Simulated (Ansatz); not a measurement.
# Aluminium, beta-Sn type under revPBE: structure, energy and stiffness, part 2 of 2

What does revPBE give for aluminium in the beta-Sn type structure? We relax it, solve it on a dense k-mesh, then scale the cell to 7 volumes from 88 to 112 % of the relaxed one and try a fit of the equation of state. Spin polarisation is left out. The k-meshes are 13×13×9 for the relaxation; 26×26×18 for the dense run; 18×18×12 for the volumes.

Ansatz 0.2.0; DFT, revPBE, plane waves (420 eV) with PAW, scalar-relativistic. Earlier steps stand in the parts before.

## 4. At 88 % of the relaxed volume

File input.yaml:

```yaml
crystal:
  lattice:
    - [-3.1772799984, 2.7842347738, 1.3205863788]
    - [2.7842347738, -3.1772799984, 1.3205863788]
    - [2.3093161811, 2.3093161811, -2.0404494275]
  atoms:
    - { symbol: Al, position: [0.9895493806, 0.0104506194, 0.0] }
    - { symbol: Al, position: [0.7604506194, 0.2395493806, 0.5] }
hamiltonian:
  xc: revpbe
  pseudopotentials:
    kind: paw
    azcp:
      Al: "pseudopotentials/Al.paw.azcp"
basis:
  ecutwfc: 420
  fft_grid_basis: typed
kpoints:
  mp_grid: { grid: [18, 18, 12], shift: [0, 0, 0] }
magnetization:
  spin_polarized: false
scf:
  occupations: { method: fermi_dirac, width: 0.1 }
  lower_state_search: "off"
output:
  stress: true
```

Output, cut to the lines that bear on the results:

```text
Warning: RAYON_NUM_THREADS=2 ignored (pool sized by the plan → 2); use --threads N
[...]
Pseudopotentials: kind: paw
Pseudopotential: Al, paw, valence charge 3, recommended cutoff 420 eV (normal), <dir>
Functional definition: revPBE
[...]
Crystal: 2 atoms, lattice volume = 31.580 Å³
Basis set: ecut = 420 eV, 627 PW (Γ)
Bands: 7, of which v1, the nominal top of the filled ones, is band 3 counted from 1 (2 counted from 0)
Symmetry: 4 space group operations
Space group: C2/c (ITA 15), of the structure as read, at distance tolerance 3.2e-5 Å
k-points: 1037 of 3888
[...]
SCF iter   1: F=—  HF=-1078.952653 eV  |F-HF|=—  |Δ(HF+E_count)|=         —  Δρ=1.40e-3  dr2=5.03e-4  ethr=1.77e-3  ⟨swp⟩=5.1  Hψ=58121  notcnv=0
[...]
SCF iter   6: F=-1078.952683 eV  HF=-1078.952683 eV  |F-HF|=7.12e-11  |Δ(HF+E_count)|=   2.95e-9  Δρ=1.31e-6  dr2=4.97e-10  ethr=1.78e-10  ⟨swp⟩=1.8  Hψ=20515  notcnv=0
[...]
SCF converged after 6 iterations
Free energy (F): -1078.952683 eV
[...]
E sigma→0 (E₀):  -1078.940164 eV
Entropy (-TS):   -0.025039 eV (-12.520 meV/atom)
Fermi energy:    8.420049 eV
[...]
--- Stress (GPa, compression-positive) ---
       11.674603      -0.407667      -0.046317
       -0.407667      11.674603      -0.046317
       -0.046317      -0.046317      11.538832
  P = ⅓ Tr σ = 11.6293 GPa (116.293 kbar)
```

Run time: 7.6 s. Hardware: 2 threads of Arm Neoverse V1, shared host; peak memory 0.53 GiB.

## 5. At 92 % of the relaxed volume

input.yaml: that of step 4 with these lines changed.

```diff
@@ -2,5 +2,5 @@
   lattice:
-    - [-3.1772799984, 2.7842347738, 1.3205863788]
-    - [2.7842347738, -3.1772799984, 1.3205863788]
-    - [2.3093161811, 2.3093161811, -2.0404494275]
+    - [-3.2247090804, 2.8257966441, 1.3402995295]
+    - [2.8257966441, -3.2247090804, 1.3402995295]
+    - [2.3437886691, 2.3437886691, -2.0709083871]
   atoms:
```

Output, cut to the lines that bear on the results:

```text
Warning: RAYON_NUM_THREADS=2 ignored (pool sized by the plan → 2); use --threads N
[...]
Pseudopotentials: kind: paw
Pseudopotential: Al, paw, valence charge 3, recommended cutoff 420 eV (normal), <dir>
Functional definition: revPBE
[...]
Crystal: 2 atoms, lattice volume = 33.015 Å³
Basis set: ecut = 420 eV, 647 PW (Γ)
Bands: 7, of which v1, the nominal top of the filled ones, is band 3 counted from 1 (2 counted from 0)
Symmetry: 4 space group operations
Space group: C2/c (ITA 15), of the structure as read, at distance tolerance 3.2e-5 Å
k-points: 1037 of 3888
[...]
SCF iter   1: F=—  HF=-1079.034782 eV  |F-HF|=—  |Δ(HF+E_count)|=         —  Δρ=1.44e-3  dr2=6.47e-4  ethr=1.77e-3  ⟨swp⟩=5.1  Hψ=57977  notcnv=0
[...]
SCF iter   6: F=-1079.034764 eV  HF=-1079.034764 eV  |F-HF|=1.97e-10  |Δ(HF+E_count)|=   2.16e-9  Δρ=1.00e-6  dr2=4.75e-10  ethr=1.29e-10  ⟨swp⟩=1.7  Hψ=20699  notcnv=0
[...]
SCF converged after 6 iterations
Free energy (F): -1079.034764 eV
[...]
E sigma→0 (E₀):  -1079.021956 eV
Entropy (-TS):   -0.025615 eV (-12.808 meV/atom)
Fermi energy:    7.945188 eV
[...]
--- Stress (GPa, compression-positive) ---
        6.904977      -0.205583      -0.025803
       -0.205583       6.904977      -0.025803
       -0.025803      -0.025803       6.795209
  P = ⅓ Tr σ = 6.8684 GPa (68.684 kbar)
```

It took 7.9 s on 2 threads of Arm Neoverse V1, shared host; peak memory 0.54 GiB.

## 6. At 96 % of the relaxed volume

input.yaml: that of step 5 with these lines changed.

```diff
@@ -2,5 +2,5 @@
   lattice:
-    - [-3.2247090804, 2.8257966441, 1.3402995295]
-    - [2.8257966441, -3.2247090804, 1.3402995295]
-    - [2.3437886691, 2.3437886691, -2.0709083871]
+    - [-3.2707825778, 2.8661706224, 1.3594492529]
+    - [2.8661706224, -3.2707825778, 1.3594492529]
+    - [2.3772758887, 2.3772758887, -2.1004967902]
   atoms:
```

Output, cut to the lines that bear on the results:

```text
Warning: RAYON_NUM_THREADS=2 ignored (pool sized by the plan → 2); use --threads N
[...]
Pseudopotentials: kind: paw
Pseudopotential: Al, paw, valence charge 3, recommended cutoff 420 eV (normal), <dir>
Functional definition: revPBE
[...]
Crystal: 2 atoms, lattice volume = 34.451 Å³
Basis set: ecut = 420 eV, 675 PW (Γ)
Bands: 7, of which v1, the nominal top of the filled ones, is band 3 counted from 1 (2 counted from 0)
Symmetry: 4 space group operations
Space group: C2/c (ITA 15), of the structure as read, at distance tolerance 3.3e-5 Å
k-points: 1037 of 3888
[...]
SCF iter   1: F=—  HF=-1079.078572 eV  |F-HF|=—  |Δ(HF+E_count)|=         —  Δρ=1.51e-3  dr2=8.38e-4  ethr=1.77e-3  ⟨swp⟩=5.1  Hψ=58059  notcnv=0
[...]
SCF iter   6: F=-1079.078481 eV  HF=-1079.078481 eV  |F-HF|=1.35e-10  |Δ(HF+E_count)|=   5.20e-9  Δρ=1.11e-6  dr2=5.08e-10  ethr=2.92e-10  ⟨swp⟩=1.9  Hψ=21470  notcnv=0
[...]
SCF converged after 6 iterations
Free energy (F): -1079.078481 eV
[...]
E sigma→0 (E₀):  -1079.065365 eV
Entropy (-TS):   -0.026232 eV (-13.116 meV/atom)
Fermi energy:    7.504592 eV
[...]
--- Stress (GPa, compression-positive) ---
        3.048714      -0.046904      -0.010587
       -0.046904       3.048714      -0.010587
       -0.010587      -0.010587       2.982250
  P = ⅓ Tr σ = 3.0266 GPa (30.266 kbar)
```

Wall time 8.1 s (2 threads of Arm Neoverse V1, shared host); peak memory 0.55 GiB.

## 7. At 100 % of the relaxed volume

input.yaml: that of step 6 with these lines changed.

```diff
@@ -2,5 +2,5 @@
   lattice:
-    - [-3.2707825778, 2.8661706224, 1.3594492529]
-    - [2.8661706224, -3.2707825778, 1.3594492529]
-    - [2.3772758887, 2.3772758887, -2.1004967902]
+    - [-3.3155933869, 2.9054381132, 1.3780741598]
+    - [2.9054381132, -3.3155933869, 1.3780741598]
+    - [2.409845359, 2.409845359, -2.1292742949]
   atoms:
```

Output, cut to the lines that bear on the results:

```text
Warning: RAYON_NUM_THREADS=2 ignored (pool sized by the plan → 2); use --threads N
[...]
Pseudopotentials: kind: paw
Pseudopotential: Al, paw, valence charge 3, recommended cutoff 420 eV (normal), <dir>
Functional definition: revPBE
[...]
Crystal: 2 atoms, lattice volume = 35.886 Å³
Basis set: ecut = 420 eV, 699 PW (Γ)
Bands: 7, of which v1, the nominal top of the filled ones, is band 3 counted from 1 (2 counted from 0)
Symmetry: 4 space group operations
Space group: C2/c (ITA 15), of the structure as read, at distance tolerance 3.3e-5 Å
k-points: 1037 of 3888
[...]
SCF iter   1: F=—  HF=-1079.091390 eV  |F-HF|=—  |Δ(HF+E_count)|=         —  Δρ=1.57e-3  dr2=1.01e-3  ethr=1.77e-3  ⟨swp⟩=5.1  Hψ=58089  notcnv=0
[...]
SCF iter   6: F=-1079.091226 eV  HF=-1079.091226 eV  |F-HF|=9.94e-11  |Δ(HF+E_count)|=  4.36e-10  Δρ=8.35e-7  dr2=1.84e-10  ethr=1.31e-10  ⟨swp⟩=1.6  Hψ=20807  notcnv=0
[...]
SCF converged after 6 iterations
Free energy (F): -1079.091226 eV
[...]
E sigma→0 (E₀):  -1079.077776 eV
Entropy (-TS):   -0.026902 eV (-13.451 meV/atom)
Fermi energy:    7.094654 eV
[...]
--- Stress (GPa, compression-positive) ---
       -0.067728       0.078870       0.001527
        0.078870      -0.067728       0.001527
        0.001527       0.001527      -0.076721
  P = ⅓ Tr σ = -0.0707 GPa (-0.707 kbar)
```

Wall time 8.3 s (2 threads of Arm Neoverse V1, shared host); peak memory 0.56 GiB.

## 8. At 104 % of the relaxed volume

input.yaml: that of step 7 with these lines changed.

```diff
@@ -2,5 +2,5 @@
   lattice:
-    - [-3.3155933869, 2.9054381132, 1.3780741598]
-    - [2.9054381132, -3.3155933869, 1.3780741598]
-    - [2.409845359, 2.409845359, -2.1292742949]
+    - [-3.3592246192, 2.9436719466, 1.3962087942]
+    - [2.9436719466, -3.3592246192, 1.3962087942]
+    - [2.4415574873, 2.4415574873, -2.1572942751]
   atoms:
@@ -26 +26,5 @@
   stress: true
+  write_density: true
+  write_potential: true
+  elf: true
+  volumetric_format: npy
```

Output, cut to the lines that bear on the results:

```text
Warning: RAYON_NUM_THREADS=2 ignored (pool sized by the plan → 2); use --threads N
[...]
Pseudopotentials: kind: paw
Pseudopotential: Al, paw, valence charge 3, recommended cutoff 420 eV (normal), <dir>
Functional definition: revPBE
[...]
Crystal: 2 atoms, lattice volume = 37.322 Å³
Basis set: ecut = 420 eV, 735 PW (Γ)
Bands: 7, of which v1, the nominal top of the filled ones, is band 3 counted from 1 (2 counted from 0)
Symmetry: 4 space group operations
Space group: C2/c (ITA 15), of the structure as read, at distance tolerance 3.3e-5 Å
k-points: 1037 of 3888
[...]
SCF iter   1: F=—  HF=-1079.079259 eV  |F-HF|=—  |Δ(HF+E_count)|=         —  Δρ=1.63e-3  dr2=1.20e-3  ethr=1.77e-3  ⟨swp⟩=5.1  Hψ=58147  notcnv=0
[...]
SCF iter   6: F=-1079.079022 eV  HF=-1079.079022 eV  |F-HF|=1.43e-10  |Δ(HF+E_count)|=  6.41e-11  Δρ=8.23e-7  dr2=1.62e-10  ethr=1.68e-10  ⟨swp⟩=4.2  Hψ=30978  notcnv=0
[...]
SCF converged after 6 iterations
Free energy (F): -1079.079022 eV
[...]
E sigma→0 (E₀):  -1079.065211 eV
Entropy (-TS):   -0.027621 eV (-13.810 meV/atom)
Fermi energy:    6.712198 eV
[...]
--- Stress (GPa, compression-positive) ---
       -2.581772       0.176054       0.010029
        0.176054      -2.581772       0.010029
        0.010029       0.010029      -2.521195
  P = ⅓ Tr σ = -2.5616 GPa (-25.616 kbar)
--- Band table (eV; the first three rows and the last of 1037) ---
  k-point 0: bands = ["-3.6085", "3.4193", "4.0921", "12.2175", "12.6884", "14.3492", "15.5159"]
[...]
```

Wall time 11 s (2 threads of Arm Neoverse V1, shared host); peak memory 0.58 GiB.

## 9. At 108 % of the relaxed volume

input.yaml: that of step 8 with these lines changed.

```diff
@@ -2,5 +2,5 @@
   lattice:
-    - [-3.3592246192, 2.9436719466, 1.3962087942]
-    - [2.9436719466, -3.3592246192, 1.3962087942]
-    - [2.4415574873, 2.4415574873, -2.1572942751]
+    - [-3.4017509644, 2.9809375729, 1.4138841996]
+    - [2.9809375729, -3.4017509644, 1.4138841996]
+    - [2.4724665595, 2.4724665595, -2.1846046969]
   atoms:
@@ -26,5 +26 @@
   stress: true
-  write_density: true
-  write_potential: true
-  elf: true
-  volumetric_format: npy
```

Output, cut to the lines that bear on the results:

```text
Warning: RAYON_NUM_THREADS=2 ignored (pool sized by the plan → 2); use --threads N
[...]
Pseudopotentials: kind: paw
Pseudopotential: Al, paw, valence charge 3, recommended cutoff 420 eV (normal), <dir>
Functional definition: revPBE
[...]
Crystal: 2 atoms, lattice volume = 38.757 Å³
Basis set: ecut = 420 eV, 751 PW (Γ)
Bands: 7, of which v1, the nominal top of the filled ones, is band 3 counted from 1 (2 counted from 0)
Symmetry: 4 space group operations
Space group: C2/c (ITA 15), of the structure as read, at distance tolerance 3.4e-5 Å
k-points: 1037 of 3888
[...]
SCF iter   1: F=—  HF=-1079.047141 eV  |F-HF|=—  |Δ(HF+E_count)|=         —  Δρ=1.71e-3  dr2=1.45e-3  ethr=1.77e-3  ⟨swp⟩=5.1  Hψ=58083  notcnv=0
[...]
SCF iter   6: F=-1079.046806 eV  HF=-1079.046806 eV  |F-HF|=1.77e-10  |Δ(HF+E_count)|=  3.55e-11  Δρ=8.83e-7  dr2=2.01e-10  ethr=2.21e-10  ⟨swp⟩=1.2  Hψ=21006  notcnv=0
[...]
SCF converged after 6 iterations
Free energy (F): -1079.046806 eV
[...]
E sigma→0 (E₀):  -1079.032621 eV
Entropy (-TS):   -0.028370 eV (-14.185 meV/atom)
Fermi energy:    6.354428 eV
[...]
--- Stress (GPa, compression-positive) ---
       -4.601742       0.247297       0.013388
        0.247297      -4.601742       0.013388
        0.013388       0.013388      -4.462520
  P = ⅓ Tr σ = -4.5553 GPa (-45.553 kbar)
```

It took 8.7 s on 2 threads of Arm Neoverse V1, shared host; peak memory 0.58 GiB.

## 10. At 112 % of the relaxed volume

input.yaml: that of step 9 with these lines changed.

```diff
@@ -2,5 +2,5 @@
   lattice:
-    - [-3.4017509644, 2.9809375729, 1.4138841996]
-    - [2.9809375729, -3.4017509644, 1.4138841996]
-    - [2.4724665595, 2.4724665595, -2.1846046969]
+    - [-3.4432398211, 3.0172940532, 1.4311283893]
+    - [3.0172940532, -3.4432398211, 1.4311283893]
+    - [2.5026215626, 2.5026215626, -2.2112488435]
   atoms:
```

Output, cut to the lines that bear on the results:

```text
Warning: RAYON_NUM_THREADS=2 ignored (pool sized by the plan → 2); use --threads N
[...]
Pseudopotentials: kind: paw
Pseudopotential: Al, paw, valence charge 3, recommended cutoff 420 eV (normal), <dir>
Functional definition: revPBE
[...]
Crystal: 2 atoms, lattice volume = 40.193 Å³
Basis set: ecut = 420 eV, 769 PW (Γ)
Bands: 7, of which v1, the nominal top of the filled ones, is band 3 counted from 1 (2 counted from 0)
Symmetry: 4 space group operations
Space group: C2/c (ITA 15), of the structure as read, at distance tolerance 3.4e-5 Å
k-points: 1037 of 3888
[...]
SCF iter   1: F=—  HF=-1078.999024 eV  |F-HF|=—  |Δ(HF+E_count)|=         —  Δρ=1.77e-3  dr2=1.70e-3  ethr=1.77e-3  ⟨swp⟩=5.1  Hψ=58176  notcnv=0
[...]
SCF iter   6: F=-1078.998585 eV  HF=-1078.998585 eV  |F-HF|=2.15e-10  |Δ(HF+E_count)|=  4.20e-10  Δρ=9.40e-7  dr2=2.48e-10  ethr=2.55e-10  ⟨swp⟩=1.3  Hψ=21294  notcnv=0
[...]
SCF converged after 6 iterations
Free energy (F): -1078.998585 eV
[...]
E sigma→0 (E₀):  -1078.984028 eV
Entropy (-TS):   -0.029116 eV (-14.558 meV/atom)
Fermi energy:    6.018925 eV
[...]
--- Stress (GPa, compression-positive) ---
       -6.212926       0.295617       0.010290
        0.295617      -6.212926       0.010290
        0.010290       0.010290      -5.993500
  P = ⅓ Tr σ = -6.1398 GPa (-61.398 kbar)
```

Wall time 8.8 s (2 threads of Arm Neoverse V1, shared host); peak memory 0.59 GiB.

## 11. Fitting the volumes

The cell was scaled evenly, with its shape and the fractional positions fixed.

```tsv
V (Å³/atom)	E − E₀ (meV/atom)	P from the stress (GPa)	P from the fit (GPa)
15.790	68.8	11.63	11.63
16.508	27.9	6.87	6.83
17.225	6.2	3.03	2.98
17.943	0.0	-0.07	-0.11
18.661	6.3	-2.56	-2.59
19.379	22.6	-4.56	-4.60
20.096	46.9	-6.14	-6.21
```

A third-order Birch-Murnaghan fit gives V₀ = 17.916 Å³/atom, B₀ = 70 GPa and B₀′ = 4.4; it misses no point by more than 0.03 meV/atom.

## 12. Summary of results

This closing draws on all 2 parts.

```
                      quantity                                              value
space group (spins left aside)                                      C2/c (No. 15)
             conventional cell  a = 2.817 Å, b = 8.798 Å, c = 2.897 Å, β = 90.61°
                        volume                                     17.943 Å³/atom
             shortest distance                                            2.789 Å
               gap on the mesh                       none (levels filled in part)
               relative to fcc                                       +85 meV/atom
 highest ELF outside the cores                 0.78, 1.10 Å from the nearest atom
                   V₀, B₀, B₀′                        17.916 Å³/atom, 70 GPa, 4.4
```

What this shows: The relaxation enlarged the cell by 2.9 % in volume. The cell has left its prototype: it ends as C2/c. What follows belongs to that structure, not to the type named at the start. The mesh has less symmetry than the lattice, which may have let the distortion in. It lies 85 meV/atom above the element's reference form at the same level (fcc, from a run of its own). No gap shows: it is a metal or semimetal at this level. The fitted modulus is 70 GPa; letting shape and positions relax at each volume could only lower it.
